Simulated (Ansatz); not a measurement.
Tc:

```
Tc
1.0
     2.73936    0.00000    0.00000
    -1.36968    2.37235    0.00000
     0.00000    0.00000    8.76968
Tc
4
Direct
  0.66667 0.33333 0.75000
  0.00000 0.00000 0.50000
  0.33333 0.66667 0.25000
  0.00000 0.00000 0.00000
```

* Program: Ansatz 0.2.0
* Task: relaxation of cell and atoms
* Functional: PBE
* Potentials or basis: Ansatz PAW earlier set
* Cutoff: 500 eV (not typed: the program's choice for these potentials)
* k mesh: 11 × 11 × 3
* Occupations: fermi-dirac, width 0.05 eV
* Spin: no spin polarisation

At the start: volume 14.25 Å³/atom.

Q: How do energy, volume and symmetry change on relaxing?

A: It ends after 4 steps and the volume is 14.45 Å³/atom (+1.4 %); space group P6_3/mmc (No. 194, to 0.05 Å).

The path:
```tsv
step	energy change (eV)	largest force (eV/Å)	volume (Å³)
1	0.0000	0.0000	56.99
2	-0.0116	0.0000	57.82
3	-0.0116	0.0000	57.78
4	-0.0116	0.0000	57.78
```

Final structure:
```
Tc
1.0
     2.74755    0.00000    0.00000
    -1.37377    2.37945    0.00000
     0.00000    0.00000    8.83866
Tc
4
Direct
  0.66667 0.33333 0.75000
  0.00000 0.00000 0.50000
  0.33333 0.66667 0.25000
  0.00000 0.00000 0.00000
```

Caveat: the plane-wave basis is chosen anew once the cell has moved, so the energies of steps on either side of that aren't comparable.
